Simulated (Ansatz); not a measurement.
# MoS2: how the settings move a relaxation

Aim: see which settings change the result for MoS2, by how much, and at what cost.

Program: Ansatz 0.2.0. Level of theory: reference: DFT, r2SCAN, PAW with Ansatz's default frozen-core files, scalar-relativistic; relaxation of cell and atoms. These are calculated values, not measurements.

## Step 1: The structure to begin with

It takes space group R3m (No. 160, trigonal). The conventional cell has a = 3.185 Å, b = 3.185 Å, c = 19.491 Å, α = 90.00°, β = 90.00°, γ = 120.00°. Mo (site symmetry 3m) is surrounded by 6 S at 2.41 Å. Around S (site symmetry 3m) lie 3 Mo at 2.41 Å.

As a file:

```
CELL_PARAMETERS angstrom
1.59257 0.91947 6.49702
-1.59257 0.91947 6.49702
0.00000 -1.83894 6.49702
ATOMIC_POSITIONS crystal
Mo 0.00011 0.00011 0.00011
S 0.25381 0.25381 0.25381
S 0.41309 0.41309 0.41309
```

## Step 2: Baseline

Contents of input.yaml:

```yaml
crystal:
  lattice:
    - [1.59256958684, 0.91947047966, 6.4970156307]
    - [-1.59256958684, 0.91947047966, 6.4970156307]
    - [0.0, -1.83894095933, 6.4970156307]
  atoms:
    - { symbol: Mo, position: [0.000105922396, 0.000105922396, 0.000105922396] }
    - { symbol: S, position: [0.253808372338, 0.253808372338, 0.253808372338] }
    - { symbol: S, position: [0.413085705266, 0.413085705266, 0.413085705266] }
kpoints:
  mp_grid: { grid: [8, 8, 8] }
scf:
  occupations: { method: fixed }
hamiltonian:
  xc: r2scan
  pseudopotentials: { kind: paw }
relax:
  f_tol: 0.002
  max_steps: 80
  cell: { p_target: 5 }
output:
  forces: true
  stress: true
```

Started as:

```bash
$ ansatz run input.yaml --threads 2 --pin off --max-ram 5120MiB --backend cpu --events-out ev --progress --plain --runs-dir out
```

## Step 3: Variant: eigensolver.kind davidson, basis.precision f64

input.yaml, as its differences from that of step 2:

```diff
@@ -13,2 +13,3 @@
   occupations: { method: fixed }
+  eigensolver: { kind: davidson }
 hamiltonian:
@@ -23 +24,3 @@
   stress: true
+basis:
+  precision: f64
```

Before running it: what results should come out? Wanted: for each run, ending; energy change; pressure; gap; force.

As calculated:

| run | ending | energy change | pressure (GPa) | gap (eV) | force (eV/Å) | cycles | time |
| --- | --- | --- | --- | --- | --- | --- | --- |
| reference | converged | 0 | 5.0 | 0.92 | 0.00 | 50 | 42 s |
| 1: eigensolver.kind davidson, basis.precision f64 | converged | 0.0 meV/atom | 5.0 | 0.92 | 0.00 | 49 | 55 s |

The changed solver and arithmetic precision doesn't alter the result here (within 0.5 meV/atom). Cost: 49 SCF cycles against 50.
